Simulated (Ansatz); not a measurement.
Ta: stiffness from a series of strains

```
CELL_PARAMETERS angstrom
-1.65128 1.65128 1.65128
1.65128 -1.65128 1.65128
1.65128 1.65128 -1.65128
ATOMIC_POSITIONS crystal
Ta 0.00000 0.00000 0.00000
```

The conventional cell has a = 3.303 Å, b = 3.303 Å, c = 3.303 Å, α = 90.00°, β = 90.00°, γ = 90.00°. Ta (atom 1) is surrounded by 8 Ta at 2.86 Å.

The cell is COD entry 1541266, as deposited and not checked against the literature; nothing was relaxed.

No spin–orbit coupling, which matters for the heavy atoms here.

Computed with Ansatz 0.2.0, DFT, PBE, all-electron LAPW, scalar-relativistic.

Numerical set-up: a Γ-centred 17×17×17 k mesh, Fermi–Dirac smearing of 0.08 eV, basis error target 0.5 meV/atom, no spin polarisation.

The strain is applied along the Cartesian axes of the cell as listed (γ is the engineering shear, twice εxy = εyz = εzx). Fractional coordinates are held (clamped ions).

σ is the change of stress from the unstrained cell, which is at 3.06 GPa; tension is positive, so slopes are stress–strain coefficients at that pressure. In a metal the k mesh adds noise.

Only quantities that a quadratic follows smoothly over the whole series are listed; rougher ones are left out.

| γ | σxy (GPa) |
| --- | --- |
| -0.0300 | -2.17 |
| -0.0200 | -1.51 |
| 0.0000 | 0.00 |
| 0.0100 | 0.80 |
| 0.0200 | 1.60 |
| 0.0300 | 2.37 |

Fit the series and read off the stiffness at zero strain.

Least-squares fits y = p0 + p1 x + p2 x² to the rows give σxy (GPa): p1 = 76.4, p2 = 99. So C44 (clamped ions) = 76 GPa.

One run, at γ = -0.0100, is withheld. Predict its row.

The fits give -0.74; the run gave -0.78.
